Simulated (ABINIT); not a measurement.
A run of ABINIT 10.8.3 (patched build) is set up as follows.

run.abi

```
# Pseudopotentials
pp_dirpath "./"
pseudos "C.upf"

# Structure
acell 3*1.0 Angstrom
rprim
     1.2331880975     0.7119814801     8.2826151019
    -1.2331880975     0.7119814801     8.2826151019
     0.0000000000    -1.4239629601     8.2826151019
ntypat 1
znucl 6
natom 4
typat 1 1 1 1
xred
     0.0871730800     0.0871730800     0.0871730800
     0.7538500600     0.7538500600     0.7538500600
     0.2461499400     0.2461499400     0.2461499400
     0.9128269200     0.9128269200     0.9128269200

# Plane-wave basis
ecut 31.0

# k points
kptopt 1
ngkpt 9 9 9
nshiftk 1
shiftk 0.0 0.0 0.0

# Exchange and correlation
ixc 7

# Bands and occupations
nband 12
occopt 3
tsmear 0.00183747

# SCF cycle
nstep 100
tolvrs 1.0e-10

# Output
iomode 3
prtwf 0
prtden 0
prteig 0
prtebands 0
```

Potentials or basis: PseudoDojo NC SR LDA v0.4.1 standard.

Launch:

```bash
$ abinit run.abi > log 2>&1
```

Question: Predict the band gap on the k mesh.

Answer: 0.19 eV, direct.

Question: Estimate the largest force.

Answer: 0.012 eV/Å.

Forces in eV/Å, atoms in the order of the input:
```
C    0.000  0.000  0.012
C    0.000  0.000  0.005
C    0.000  0.000 -0.005
C    0.000  0.000 -0.012
```

Caveat: an odd mesh through Γ misses points on the zone boundary, where band edges often lie.
